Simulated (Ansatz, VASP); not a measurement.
Given: the input of a run of VASP 6.6.1 on TiAl.

Contents of INCAR:

```
PREC = Accurate ; ENCUT = 520
EDIFF = 1E-7 ; ISMEAR = -1
SIGMA = 0.05 ; LREAL = F
LASPH = T ; NELM = 60
ALGO = Normal ; ISIF = 2
LWAVE = F ; LCHARG = T
GGA = PE ; LELF = T
LVHAR = T ; NBANDS = 14
```

KPOINTS

```
regular mesh
0
Gamma
  8 8 8
```

Contents of POSCAR:

```
TiAl
1.0
    3.1790640000      0.0000000000      0.0000000000
    0.0000000000      3.1790640000      0.0000000000
    0.0000000000      0.0000000000      3.1790640000
Ti Al
1 1
Direct
   -0.0011440000      0.0075800000      0.0017040000
    0.5093050000      0.5064700000      0.5006210000
```

Potentials or basis: VASP PAW PBE potentials, release 64 (Ti_sv, Al).

Command:

```bash
$ cat potpaw_PBE.64/Ti_sv/POTCAR potpaw_PBE.64/Al/POTCAR > POTCAR
$ mpirun -np 1 vasp_std > vasp.out
```

**Question.** Set up the same calculation for Ansatz 0.2.0. Potentials there: Ansatz PAW.

**Answer.** As run (the cutoff follows the program's own potentials):

File input.yaml:

```yaml
crystal:
  lattice:
    - [3.179064, 0.0, 0.0]
    - [0.0, 3.179064, 0.0]
    - [0.0, 0.0, 3.179064]
  atoms:
    - { symbol: Ti, position: [-0.001144, 0.00758, 0.001704] }
    - { symbol: Al, position: [0.509305, 0.50647, 0.500621] }
hamiltonian:
  xc: pbe
  pseudopotentials: { kind: paw }
kpoints:
  mp_grid: { grid: [8, 8, 8] }
scf:
  occupations: { method: fermi_dirac, width: 0.05 }
output:
  forces: true
  stress: true
  eigenvalues: true
```

Potentials or basis: Ansatz PAW.

The run is started by

```console
$ ansatz run input.yaml --threads 1 --pin off --max-ram 3584MiB --backend cpu --events-out ev --progress --plain --runs-dir out
```

Both were run:

|  | VASP | Ansatz | Ansatz less VASP |
| --- | --- | --- | --- |
| gap on the k mesh at the Fermi level (eV) | none | none | - |
| pressure (GPa) | 0.9 | 0.9 | +0.04 |
| rms of the force components (eV/Å) | 0.123 | 0.123 | -0.0001 |

Atom by atom the forces differ by 0.000 eV/Å (rms over components). A gap of «none» marks a metal or a gap that the smearing closes.
